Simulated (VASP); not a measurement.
Runs of VASP 6.6.1 on TaS2. The structure is trigonal, space group P-3m1 (No. 164). Conventional cell: a = 3.377 Å, b = 3.377 Å, c = 6.668 Å, α = 90.00°, β = 90.00°, γ = 120.00°. Around Ta (site symmetry -3m) lie 6 S at 2.48 Å. Around S (site symmetry 3m) lie 3 Ta at 2.48 Å. 

```csv
level,potentials or basis,k mesh,cutoff (eV),gap on the mesh (eV),pressure (GPa),relaxed volume (Å³/atom)
PBE,"VASP PAW PBE potentials, release 64 (Ta_pv, S)",15 × 15 × 6,600,none,0.0,22.25
LDA,"VASP PAW LDA potentials, release 64 (Ta_pv, S)",15 × 15 × 6,600,none,0.0,17.95
PBE,"VASP PAW PBE potentials, release 64 (Ta, S)",8 × 8 × 3,300,none,0.0,(a)
PBEsol,"VASP PAW PBE potentials, release 64 (Ta_pv, S)",15 × 15 × 6,600,none,0.0,18.89
PBE+D3(BJ),"VASP PAW PBE potentials, release 64 (Ta_pv, S)",15 × 15 × 6,600,none,0.0,-
```

Alike in all rows: task relaxation of cell and atoms; no spin polarisation; cell relaxed; smearing methfessel-paxton 0.1 eV.

Question: Fill in the values left out.

Answer: (a) 20.36.

Caveats: this functional lacks dispersion, which binds the layers, so the pressure and a relaxed spacing across them are unreliable (some runs); the cutoff is under 1.25 times the usual one of these potentials, so pressure, stress and relaxed cells hold a basis-set (Pulay) error (some runs); the PAW data sets were made with another functional, which shifts forces and pressure a little (some runs); the relaxation stopped at its first step, so nothing moved (some runs); pairwise dispersion overbinds metals, which lowers pressure and volume (some runs).

A k mesh can miss the band edges, and the runs leave out spin-orbit coupling on Ta.

A gap of «none» marks a metal or a gap under the smearing width.

The runs don't all hold the same shells in valence.
